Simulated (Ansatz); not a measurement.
Input and command of a calculation in Ansatz (plane waves; scalar-relativistic PAW potentials unless the input names others):

```yaml
crystal:
  lattice:
    - [0.0, 3.2235, 3.2235]
    - [3.2235, 0.0, 3.2235]
    - [3.2235, 3.2235, 0.0]
  atoms:
    - { symbol: Hg, position: [-0.0022388331, -0.0022388331, -0.0022388331] }
    - { symbol: Te, position: [0.75, 0.75, 0.75] }
basis:
  ecutwfc: 420
kpoints:
  mp_grid: { grid: [14, 14, 14] }
hamiltonian:
  xc: pbe
scf:
  occupations: { method: gaussian, width: 0.15 }
  n_extra_bands: 8
output:
  forces: true
  eigenvalues: true
  stress: true
```

```bash
ansatz run input.yaml --threads 1 --pin off --max-ram 2560MiB --backend cpu --events-out ev --progress --plain --runs-dir out
```

Abridged log:
```
scf.n_extra_bands = 8 over 18 filled bands (N_el = 36.0): the run solves 26 bands
Pseudopotentials: kind: paw
Pseudopotential: Hg, paw, valence charge 20, recommended cutoff 420 eV (normal)
Pseudopotential: Te, paw, valence charge 16, recommended cutoff 420 eV (normal)
Functional definition: PBE
Crystal: 2 atoms, lattice volume = 66.990 Å³
Basis set: ecut = 420 eV, 1363 PW (Γ), exchange–correlation on 64×64×64 points (8 copies of the dense FFT grid, shifted against one another)
Bands: 26, of which v1, the nominal top of the filled ones, is band 18 counted from 1 (17 counted from 0)
Symmetry: 6 space group operations
Space group: R3m (ITA 160), of the structure as read, at distance tolerance 4.1e-5 Å
k-points: 288 of 2744 (time reversal used)
Initial density: superposition of atomic densities (neutral atoms: chi_scale 0, normalization atom), corrected by the library's trained network
Initial wavefunctions: pseudopotential atomic-orbital guess
Functional: x = pbe(κ = 0.804, μ = 0.21951497), c = pbe(β = 0.06672455)
SCF iter   1: F=—  HF=-20793.673297 eV  |F-HF|=—  |Δ(HF+E_count)|=         —  Δρ=1.21e-3  dr2=2.10e-3  ethr=1.77e-3  ⟨swp⟩=6.6  Hψ=36756  notcnv=0  defer=61
SCF iter   2: F=—  HF=-20793.672898 eV  |F-HF|=—  |Δ(HF+E_count)|=   4.00e-4  Δρ=5.04e-4  dr2=2.01e-4  ethr=5.84e-6  ⟨swp⟩=2.2  Hψ=12462  notcnv=0  defer=67
SCF iter   3: F=—  HF=-20793.672997 eV  |F-HF|=—  |Δ(HF+E_count)|=   9.91e-5  Δρ=2.29e-4  dr2=3.33e-5  ethr=5.57e-7  ⟨swp⟩=2.0  Hψ=8880  notcnv=0  defer=67
SCF iter   4: F=—  HF=-20793.673047 eV  |F-HF|=—  |Δ(HF+E_count)|=   4.98e-5  Δρ=7.21e-5  dr2=2.64e-6  ethr=9.26e-8  ⟨swp⟩=2.0  Hψ=9169  notcnv=0  defer=67
SCF iter   5: F=-20793.673059 eV  HF=-20793.673058 eV  |F-HF|=4.38e-7  |Δ(HF+E_count)|=   1.15e-5  Δρ=1.38e-5  dr2=8.22e-8  ethr=7.33e-9  ⟨swp⟩=2.0  Hψ=9170  notcnv=0  defer=67
SCF iter   6: F=-20793.673059 eV  HF=-20793.673059 eV  |F-HF|=5.06e-9  |Δ(HF+E_count)|=   5.23e-7  Δρ=2.34e-6  dr2=4.73e-9  ethr=2.28e-10  ⟨swp⟩=8.0  Hψ=38372  notcnv=0
SCF 1 converged in 6 iterations: F = -20793.673059 eV  dr2 = 4.73e-9
SCF converged after 6 iterations
Free energy (F): -20793.673059 eV
Harris-Foulkes:  -20793.673059 eV  (|F-HF|=5.06e-9)
Internal energy: -20793.672855 eV  (E = F + TS)
E sigma→0 (E₀):  -20793.672957 eV
Entropy (-TS):   -0.000204 eV (-0.102 meV/atom)
Fermi energy:    9.000522 eV
--- Forces (eV/Å), atoms counted from 1 ---
  atom   1  Hg     0.06277866     0.06277866     0.06277866
  atom   2  Te    -0.06278802    -0.06278802    -0.06278802
--- Stress (GPa, compression-positive) ---
        4.073767       0.240250       0.240250
        0.240250       4.073767       0.240250
        0.240250       0.240250       4.073767
  P = ⅓ Tr σ = 4.0738 GPa (40.738 kbar)
```

Apart from outputs, the input differs from a reference run on usual settings in scf.n_extra_bands: not typed → 8. The reference, at the same geometry (not necessarily relaxed), gave pressure 4.07 GPa, largest force 0.109 eV/Å, no gap on the mesh. This run converged in 6 SCF iterations (reference: 6) with an energy at zero smearing within 0.01 meV/atom of the reference's, pressure 4.07 GPa, largest force 0.109 eV/Å, no gap on the mesh.

It took 17 s on 1 thread of Intel(R) Xeon(R) 6975P-C (Granite Rapids), with other jobs on the host, peak memory 0.73 GiB.